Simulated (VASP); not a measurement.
# TiH2 (I4mm) in VASP: notebook

The runs below take TiH2 through single point, with PBEsol.

Program: VASP 6.6.1. These are calculated values, not measurements. Logs are shortened: lines on timing, memory, paths and dates and some standing lists are left out, and cuts for length are marked.

## 1. The cell of the first run

It takes space group I4mm (No. 107, tetragonal). The conventional cell has a = 3.193 Å, b = 3.193 Å, c = 4.267 Å, α = 90.00°, β = 90.00°, γ = 90.00°. Ti (site symmetry 4mm) is surrounded by 4 H at 1.79 Å. Around H (site symmetry 2mm) lie 2 Ti at 1.79 Å.

## 2. Single point, PBEsol (all Ti atoms moved -0.250 Å, as atom 1 along Cartesian [0 0 1])

Contents of INCAR:

```
SYSTEM = TiH2
PREC = Accurate
ENCUT = 520
EDIFF = 1E-6
ISMEAR = 0
SIGMA = 0.15
LREAL = .False.
LASPH = .True.
NELM = 80
ALGO = Fast
ISIF = 2
LWAVE = .False.
LCHARG = .False.
GGA = PS
NBANDS = 14
```

Contents of KPOINTS:

```
Automatic mesh
0
Gamma
  20 20 20
  0 0 0
```

Contents of POSCAR:

```
TiH2
1.0
   -1.5965000000      1.5965000000      2.1335000000
    1.5965000000     -1.5965000000      2.1335000000
    1.5965000000      1.5965000000     -2.1335000000
Ti H
1 2
Direct
   -0.0585891727     -0.0585891727      0.0000000000
    0.7500000000      0.2500000000      0.5000000000
    0.2500000000      0.7500000000      0.5000000000
```

Potentials or basis: VASP PAW PBE potentials, release 64 (Ti_sv, H).

Run with:

```console
$ cat potpaw_PBE.64/Ti_sv/POTCAR potpaw_PBE.64/H/POTCAR > POTCAR
$ mpirun -np 1 vasp_std > vasp.out
```

OUTCAR:

```text
SYSTEM = TiH2
   PREC = Accurate
   ENCUT = 520
   EDIFF = 1E-6
   ISMEAR = 0
   LREAL = .False.
   LASPH = .True.
   NELM = 80
   ISIF = 2
   GGA = PS

 ion  position               nearest neighbor table
   1  0.941  0.941  0.000-   2 1.79   3 1.79   2 1.79   3 1.79
   2  0.750  0.250  0.500-   1 1.79   1 1.79
   3  0.250  0.750  0.500-   1 1.79   1 1.79

  LATTYP: Found a body centered tetragonal cell.
 ALAT       =     3.1930000000
 C/A-ratio  =     1.3363607892

  Lattice vectors:

 A1 = (  -1.5965000000,   1.5965000000,   2.1335000000)
 A2 = (   1.5965000000,  -1.5965000000,   2.1335000000)
 A3 = (   1.5965000000,   1.5965000000,  -2.1335000000)

Analysis of symmetry for initial positions (statically):
=====================================================================
 Subroutine PRICEL returns:
 Original cell was already a primitive cell.

 Routine SETGRP: Setting up the symmetry group for a
 body centered tetragonal supercell.

 Subroutine GETGRP returns: Found  8 space group operations
 (whereof  8 operations were pure point group operations)
 out of a pool of 16 trial point group operations.

The static configuration has the point symmetry C_4v.

Analysis of symmetry for dynamics (positions and initial velocities):
=====================================================================
 Subroutine PRICEL returns:
 Original cell was already a primitive cell.

 Routine SETGRP: Setting up the symmetry group for a
 body centered tetragonal supercell.

 Subroutine GETGRP returns: Found  8 space group operations
 (whereof  8 operations were pure point group operations)
 out of a pool of 16 trial point group operations.

The dynamic configuration has the point symmetry C_4v.

 Subroutine INISYM returns: Found  8 space group operations
 (whereof  8 operations are pure point group operations),
 and found     1 'primitive' translations

----------------------------------------------------------------------------------------

                                     Primitive cell

  volume of cell :      21.7516

  direct lattice vectors                    reciprocal lattice vectors
    -1.596500000  1.596500000  2.133500000     0.000000000  0.313185092  0.234356691
     1.596500000 -1.596500000  2.133500000     0.313185092  0.000000000  0.234356691
     1.596500000  1.596500000 -2.133500000     0.313185092  0.313185092  0.000000000

  length of vectors
     3.106355863  3.106355863  3.106355863     0.391162320  0.391162320  0.442910605

  position of ions in fractional coordinates (direct lattice)
     0.941410827  0.941410827  0.000000000
     0.750000000  0.250000000  0.500000000
     0.250000000  0.750000000  0.500000000

  ion indices of the primitive-cell ions
   primitive index   ion index
                 1           1
                 2           2
                 3           3

----------------------------------------------------------------------------------------

 KPOINTS: Automatic mesh

Automatic generation of k-mesh.
 Grid dimensions read from file:
 generate k-points for:   20   20   20

 Generating k-lattice:

  Cartesian coordinates                     Fractional coordinates (reciprocal lattice)
     0.000000000  0.015659255  0.011717835     0.050000000  0.000000000  0.000000000
     0.015659255  0.000000000  0.011717835     0.000000000  0.050000000  0.000000000
     0.015659255  0.015659255  0.000000000     0.000000000  0.000000000  0.050000000

  Length of vectors
     0.019558116  0.019558116  0.022145530

  Shift w.r.t. Gamma in fractional coordinates (k-lattice)
     0.000000000  0.000000000  0.000000000

 Subroutine IBZKPT returns following result:
 ===========================================

 Found    641 irreducible k-points:

 Following reciprocal coordinates:
            Coordinates               Weight
  0.000000  0.000000  0.000000      1.000000
  0.050000  0.000000 -0.000000      8.000000
  0.100000  0.000000 -0.000000      8.000000
  0.150000  0.000000 -0.000000      8.000000
  0.200000  0.000000 -0.000000      8.000000
  0.250000  0.000000 -0.000000      8.000000
[... 16 lines left out ...]
 -0.400000  0.050000  0.000000     16.000000
 -0.350000  0.050000  0.000000     16.000000
 [... further k-points ...]
   k-points           NKPTS =    641   k-points in BZ     NKDIM =    641   number of bands    NBANDS=     14
   number of dos      NEDOS =    301   number of ions     NIONS =      3
   total plane-waves  NPLWV =  13824
   dimension x,y,z NGX =    24 NGY =   24 NGZ =   24
   dimension x,y,z NGXF=    48 NGYF=   48 NGZF=   48
   ions per type =               1   2
   NGX,Y,Z   is equivalent  to a cutoff of  12.84, 12.84, 12.84 a.u.
   NGXF,Y,Z  is equivalent  to a cutoff of  25.69, 25.69, 25.69 a.u.
 SYSTEM =  TiH2
   PREC   = accura    normal or accurate (medium, high low for compatibility)
   ISTART =      0    job   : 0-new  1-cont  2-samecut
   ICHARG =      2    charge: 1-file 2-atom 10-const
   ISPIN  =      1    spin polarized calculation?
   LNONCOLLINEAR =      F non collinear calculations
   LSORBIT =      F    spin-orbit coupling
   LASPH  =      T    aspherical Exc in radial PAW
   ENCUT  =  520.0 eV  38.22 Ry    6.18 a.u.   5.78  5.78  5.78*2*pi/ulx,y,z
   NELM   =     80;   NELMIN=  2; NELMDL= -5     # of ELM steps
   EDIFF  = 0.1E-05   stopping-criterion for ELM
   LREAL  =      F    real-space projection
   EDIFFG = 0.1E-04   stopping-criterion for IOM
   NSW    =      0    number of steps for IOM
   IBRION =     -1    ionic relax: 0-MD 1-quasi-New 2-CG
   NFREE  =      0    steps in history (QN), initial steepest desc. (CG)
   ISIF   =      2    stress and relaxation
   ISYM   =      2    0-nonsym 1-usesym 2-fastsym
   POTIM  = 0.5000    time-step for ionic-motion
   TEBEG  =    0.0;   TEEND  =   0.0 temperature during run
   PSTRESS=    0.0 pullay stress
   NELECT =      14.0000    total number of electrons
   NUPDOWN=      -1.0000    fix difference up-down
   EMIN   =  10.00;   EMAX   =-10.00  energy-range for DOS
   EFERMI =   0.00;   METHOD = LEGACY
   ISMEAR =     0;   SIGMA  =   0.15  broadening in eV -4-tet -1-fermi 0-gaus
   EFERMI_NEDOS =   21; number of points for ismear=-14 and -15
   IALGO  =     68    algorithm
   IMIX   =      4    mixing-type and parameters
     AMIX     =   0.40;   BMIX     =  1.00
     AMIX_MAG =   1.60;   BMIX_MAG =  1.00
  volume/ion in A,a.u.               =       7.25        48.93
  Fermi-wavevector in a.u.,A,eV,Ry     =   1.413472  2.671076 27.183139  1.997904
  Thomas-Fermi vector in A             =   2.535114
   LORBIT       =      0    0 simple, 1 ext, 2 COOP (PROOUT), +10 PAW based schemes
   GGA     = PS    functional components
   LHFCALC =     F    Hartree Fock is set to
   AEXX    =    0.0000 exact exchange contribution
   IVDW    =     0    specifies the selected vdW correction
   LEPSILON=     F    determine dielectric tensor
   LRPA    =     F    only Hartree local field effects (RPA)
 non-spin polarized calculation
 RMM-DIIS sequential band-by-band and
 Gauss-broadening in eV      SIGMA  =   0.15
  energy-cutoff  :      520.00
  volume of cell :       21.75
 maximum number of plane-waves:       600
   NGX = 11   NGY = 11   NGZ = 11

 number of electron      13.9999999 magnetization

 Free energy of the ion-electron system (eV)
  ---------------------------------------------------
  ext. energy  EPLUGINS =         0.00000000
  ---------------------------------------------------
  free energy    TOTEN  =       -16.35294146 eV

  energy without entropy =      -16.33411833  energy(sigma->0) =      -16.34352990

 E-fermi :   7.5434     XC(G=0): -11.6777

 val. band max:        7.5420515416   @ k =  -0.1000   0.1000   0.1000
 cond. band min:       7.5475553396   @ k =  -0.1500  -0.1500   0.0500
 fundamental gap:      0.0055037980
 Fermi energy:         7.5434013021

 k-point     1 :       0.0000    0.0000    0.0000
  band No.  band energies     occupation
      1     -49.3937      2.00000
      2     -25.5810      2.00000
      3     -25.5751      2.00000
      4     -25.5751      2.00000
      5      -2.8427      2.00000
      6       5.9723      2.00000
      7       7.2865      1.98456
      8       7.2865      1.98456
      9       8.8895      0.00000
     10       9.2079      0.00000
     11      10.1859      0.00000
     12      21.7597      0.00000
     13      22.9115      0.00000
     14      22.9115      0.00000

 k-point     2 :       0.0500    0.0000   -0.0000
  band No.  band energies     occupation
      1     -49.3923      2.00000
      2     -25.5884      2.00000
      3     -25.5788      2.00000
      4     -25.5766      2.00000
      5      -2.7805      2.00000
      6       5.8096      2.00000
      7       7.2964      1.98013
      8       7.3112      1.97140
      9       8.8763      0.00000
     10       9.1881      0.00000
     11      10.4027      0.00000
     12      21.1499      0.00000
     13      22.9383      0.00000
     14      23.0511      0.00000

 k-point     3 :       0.1000    0.0000   -0.0000
  band No.  band energies     occupation
      1     -49.3882      2.00000
      2     -25.6170      2.00000
      3     -25.5823      2.00000
      4     -25.5812      2.00000
      5      -2.5972      2.00000
      6       5.3935      2.00000
      7       7.3487      1.93364
      8       7.3773      1.88267
      9       8.8468      0.00000
     10       9.1354      0.00000
     11      10.9442      0.00000
     12      20.0948      0.00000
     13      22.9052      0.00000
     14      23.0045      0.00000
[... 324 lines left out ...]
 k-point    23 :      -0.4000    0.0500    0.0000
  band No.  band energies     occupation
      1     -49.3425      2.00000
      2     -25.9253      2.00000
      3     -25.6334      2.00000
      4     -25.6182      2.00000
      5      -0.1076      2.00000
      6       2.8212      2.00000
      7       7.2883      1.98385
      8       7.6455      0.33573
      9       9.4660      0.00000
     10       9.6945      0.00000
     11      12.7448      0.00000
     12      15.3564      0.00000
     13      19.2494      0.00000
     14      21.3111      0.00000

 k-point    24 :      -0.3500    0.0500    0.0000
  band No.  band energies     occupation
      1     -49.3496      2.00000
      2     -25.8783      2.00000
      3     -25.6250      2.00000
      4     -25.6138      2.00000
      5      -0.5725      2.00000
      6       3.1273      2.00000
      7       7.3773      1.88260
      8       7.6699      0.23310
      9       9.2100      0.00000
     10       9.4939      0.00000
     11      12.9970      0.00000
     12      15.8253      0.00000
     13      19.4691      0.00000
     14      21.6772      0.00000

 [... further k-points ...]

------------------------ aborting loop because EDIFF is reached ----------------------------------------

  FORCE on cell =-STRESS in cart. coord.  units (eV):
  Direction    XX          YY          ZZ          XY          YZ          ZX
  --------------------------------------------------------------------------------------
  -------------------------------------------------------------------------------------
  Total       -0.1182545     -0.1182545     -0.4982815      0.0000000      0.0000000      0.0000000
  in kB       -8.7103965     -8.7103965    -36.7024315      0.0000000      0.0000000      0.0000000
  external PRESSURE =     -18.0410748 kB  Pullay stress =       0.0000000 kB

 VOLUME and BASIS-vectors are now :
 -----------------------------------------------------------------------------
  energy-cutoff  :      520.00
  volume of cell :       21.75
      direct lattice vectors                 reciprocal lattice vectors
    -1.596500000  1.596500000  2.133500000     0.000000000  0.313185092  0.234356691
     1.596500000 -1.596500000  2.133500000     0.313185092  0.000000000  0.234356691
     1.596500000  1.596500000 -2.133500000     0.313185092  0.313185092  0.000000000

 POSITION                                       TOTAL-FORCE (eV/Angst)
 -----------------------------------------------------------------------------------
      0.00000      0.00000      4.01700         0.000000      0.000000      2.191156
     -0.00000      1.59650      1.06675         0.000000     -0.000000     -1.095578
      1.59650     -0.00000      1.06675        -0.000000      0.000000     -1.095578
 -----------------------------------------------------------------------------------
    total drift:                               -0.000000     -0.000000      0.000512

  FREE ENERGIE OF THE ION-ELECTRON SYSTEM (eV)
  ---------------------------------------------------
  free  energy   TOTEN  =       -16.3529414620 eV

  energy  without entropy=      -16.3341183306  energy(sigma->0) =      -16.34352990
```

Wall time 3.1 min (1 thread of Intel Xeon Platinum 8559C (Emerald Rapids), shared host); peak memory 0.3 GiB.

What came out:

```yaml
Free_energy: -16.3529 eV
Pressure: -1.8 GPa
Largest_force: 2.191 eV/Å
Band_gap_on_the_k_mesh: none (metal or under the smearing width)
```

Forces in eV/Å, atoms in the order of the input:
```
Ti   0.000  0.000  2.191
H    0.000  0.000 -1.096
H    0.000  0.000 -1.096
```

Stress tensor (GPa, compression positive):
```
-0.87  0.00  0.00
 0.00 -0.87  0.00
 0.00  0.00 -3.67
```

Caveat: the PAW data sets were made with another functional, which shifts forces and pressure a little.

[end of part 1 of 2]
